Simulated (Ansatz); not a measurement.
# A Be vacancy in antifluorite Be2C, 95 atoms, charge −2

The calculation used Ansatz, DFT, PBEsol, PAW, plane waves.

Command:

```sh
ansatz run in.yaml --threads 8 --pin off --max-ram 118750MiB --runs-dir r --events-out ev --progress --plain --backend cuda --devices 0, --max-vram 170GiB
```

The input less its lattice and atoms:

```yaml
crystal:
  symmetry: { detect: false }
kpoints:
  mp_grid: { grid: [1, 1, 1], shift: [0.25, 0.25, 0.25] }
hamiltonian:
  xc: pbesol
total_charge: -2
scf:
  occupations: { method: fermi_dirac, width: 0.01 }
relax:
  f_tol: 0.03
  max_steps: 80
  escape_saddle: false
  adjacent_minimum: "off"
output:
  forces: true
  eigenvalues: true
  populations: true
  charged_corrections: { epsilon: 10 }
```

Start:

```
Be C
1.0
     8.62128    0.00000    0.00000
     0.00000    8.62128    0.00000
     0.00000    0.00000    8.62128
Be C
63 32
Direct
  0.37619 0.12514 0.12494
  0.37860 0.12510 0.62474
  0.37414 0.62524 0.12712
  0.88055 0.12444 0.12265
  0.87664 0.12712 0.62846
  0.87430 0.62922 0.12559
  0.87646 0.62752 0.62195
  0.12592 0.37381 0.12718
  0.13128 0.37664 0.62269
  0.12306 0.87296 0.12622
  0.12698 0.87613 0.62517
  0.62230 0.37209 0.12727
  0.62191 0.37502 0.62446
  0.62900 0.87386 0.12142
  0.62164 0.87418 0.62504
  0.12158 0.12270 0.37617
  0.12515 0.12588 0.87393
  0.12420 0.62802 0.37664
  0.12568 0.62148 0.87608
  0.62249 0.12395 0.37380
  0.62305 0.12531 0.87666
  0.62767 0.62518 0.37706
  0.62189 0.62754 0.87529
  0.12629 0.12294 0.12151
  0.12602 0.12515 0.62683
  0.12873 0.62391 0.12599
  0.12364 0.62890 0.62433
  0.62502 0.12246 0.12496
  0.62161 0.12884 0.62896
  0.61982 0.62559 0.12603
  0.62332 0.62343 0.62439
  0.37454 0.37393 0.37563
  0.37302 0.37514 0.87428
  0.37033 0.87520 0.37282
  0.37664 0.87476 0.88010
  0.87690 0.37616 0.37375
  0.87569 0.37421 0.87321
  0.87551 0.87925 0.37356
  0.87635 0.87582 0.87342
  0.37808 0.37213 0.12495
  0.37467 0.37936 0.62666
  0.37135 0.87237 0.12293
  0.37414 0.87529 0.62674
  0.87801 0.37455 0.12748
  0.87165 0.37846 0.62505
  0.87239 0.87434 0.12590
  0.87534 0.87710 0.61995
  0.37728 0.12456 0.37700
  0.37491 0.12307 0.88095
  0.37321 0.62911 0.37493
  0.37585 0.62628 0.87305
  0.87194 0.12922 0.37654
  0.87320 0.12363 0.87319
  0.87235 0.62308 0.37404
  0.87642 0.62888 0.87370
  0.12970 0.37571 0.37586
  0.12574 0.37893 0.87712
  0.12409 0.87443 0.37629
  0.12684 0.87561 0.87633
  0.62305 0.37777 0.37211
  0.62374 0.37592 0.87411
  0.62920 0.87313 0.36720
  0.62952 0.87628 0.87471
  0.99886 0.00350 0.00103
  0.00357 0.00197 0.49914
  0.99804 0.49805 0.99437
  0.99932 0.50464 0.50048
  0.49994 0.99874 0.99904
  0.50282 0.99632 0.50111
  0.50030 0.49830 0.00304
  0.50132 0.50193 0.49975
  0.25028 0.25323 0.00145
  0.24771 0.25151 0.50127
  0.24823 0.75227 0.00001
  0.25190 0.75075 0.49929
  0.75277 0.25122 0.99847
  0.74870 0.24890 0.50277
  0.74859 0.74666 0.99731
  0.75291 0.74901 0.49776
  0.25372 0.00160 0.24930
  0.25363 0.00070 0.74673
  0.24754 0.49923 0.24782
  0.25025 0.49618 0.74643
  0.74847 0.99900 0.24888
  0.75592 0.99928 0.75129
  0.75036 0.50174 0.25273
  0.75720 0.50425 0.74724
  0.99862 0.24877 0.24877
  0.99860 0.25066 0.75041
  0.00296 0.75099 0.24995
  0.00233 0.74962 0.75454
  0.50036 0.24994 0.24919
  0.50140 0.25255 0.74892
  0.49997 0.75089 0.24844
  0.50006 0.74868 0.75141
```

Steps:

| step | energy less the first (eV) | largest force component (eV/Å) |
| --- | --- | --- |
| start | 0.000 | 1.951 |
| 1 | -1.608 | 1.050 |
| 2 | -2.137 | 0.073 |
| 3 | -2.139 | 0.021 |

End:

```
Be C
1.0
     8.62128    0.00000    0.00000
     0.00000    8.62128    0.00000
     0.00000    0.00000    8.62128
Be C
63 32
Direct
  0.37537 0.12516 0.12469
  0.37527 0.12533 0.62482
  0.37526 0.62534 0.12486
  0.87516 0.12519 0.12467
  0.87514 0.12523 0.62493
  0.87514 0.62543 0.12470
  0.87525 0.62535 0.62482
  0.12518 0.37522 0.12591
  0.12643 0.37654 0.62780
  0.12518 0.87525 0.12360
  0.12591 0.87443 0.62214
  0.62518 0.37522 0.12356
  0.62448 0.37601 0.62214
  0.62520 0.87521 0.12590
  0.62394 0.87391 0.62772
  0.12519 0.12639 0.37470
  0.12514 0.12406 0.87470
  0.12641 0.62826 0.37593
  0.12591 0.62259 0.87391
  0.62522 0.12411 0.37470
  0.62516 0.12641 0.87467
  0.62444 0.62264 0.37543
  0.62392 0.62824 0.87338
  0.12567 0.12560 0.12505
  0.12596 0.12580 0.62488
  0.12596 0.62543 0.12527
  0.14486 0.62582 0.62527
  0.62508 0.12557 0.12504
  0.62476 0.12540 0.62485
  0.62477 0.62541 0.12489
  0.60661 0.62512 0.62461
  0.37817 0.37647 0.37585
  0.37253 0.37607 0.87382
  0.37256 0.87443 0.37548
  0.37817 0.87399 0.87340
  0.87633 0.37518 0.37466
  0.87406 0.37521 0.87473
  0.87404 0.87524 0.37468
  0.87636 0.87517 0.87468
  0.37526 0.37611 0.12524
  0.37567 0.39480 0.62519
  0.37523 0.87494 0.12489
  0.37496 0.85718 0.62468
  0.87541 0.37587 0.12505
  0.87563 0.37615 0.62489
  0.87541 0.87524 0.12503
  0.87522 0.87501 0.62482
  0.37527 0.12578 0.37560
  0.37518 0.12543 0.87452
  0.37565 0.62577 0.39465
  0.37498 0.62520 0.85679
  0.87543 0.12559 0.37533
  0.87537 0.12554 0.87473
  0.87562 0.62540 0.37567
  0.87521 0.62537 0.87443
  0.12652 0.37671 0.37623
  0.12401 0.37416 0.87642
  0.12400 0.87688 0.37369
  0.12637 0.87455 0.87408
  0.62667 0.37422 0.37371
  0.62440 0.37655 0.87410
  0.62443 0.87463 0.37602
  0.62678 0.87698 0.87647
  0.99995 0.00076 0.00024
  0.99891 0.00178 0.49932
  0.99891 0.49983 0.00125
  0.00064 0.50028 0.49976
  0.50085 0.00161 0.00108
  0.50057 0.00022 0.49961
  0.50055 0.50014 0.99969
  0.50687 0.49382 0.49331
  0.24972 0.24902 0.00125
  0.25016 0.25076 0.49975
  0.25001 0.75067 0.99969
  0.24377 0.75693 0.49340
  0.75065 0.25006 0.00024
  0.75167 0.24901 0.49932
  0.75150 0.75096 0.00109
  0.75006 0.75067 0.49960
  0.24972 0.00176 0.24851
  0.25001 0.00017 0.75014
  0.25015 0.50028 0.25025
  0.24378 0.49387 0.75641
  0.75066 0.00076 0.24953
  0.75151 0.00160 0.75045
  0.75167 0.49983 0.24850
  0.75006 0.50013 0.75014
  0.00004 0.25014 0.24961
  0.99893 0.24904 0.75042
  0.99893 0.75094 0.24853
  0.00069 0.75075 0.75025
  0.50082 0.24904 0.24851
  0.50065 0.25080 0.75025
  0.50066 0.75077 0.25030
  0.50636 0.75650 0.75598
```

The run converged.

Time: 2.8 s of wall time on one NVIDIA GB200 with 8 processor threads, on a host shared with other runs; peak host memory 1.7 GiB.

(1) How much energy did the relaxation gain, and which atom moved most?

Results:

(1) 2.14 eV in 3 steps, from a start with small random displacements; atom 27 (Be) moved 0.19 Å, the median atom 0.04 Å (drift of the whole cell removed).
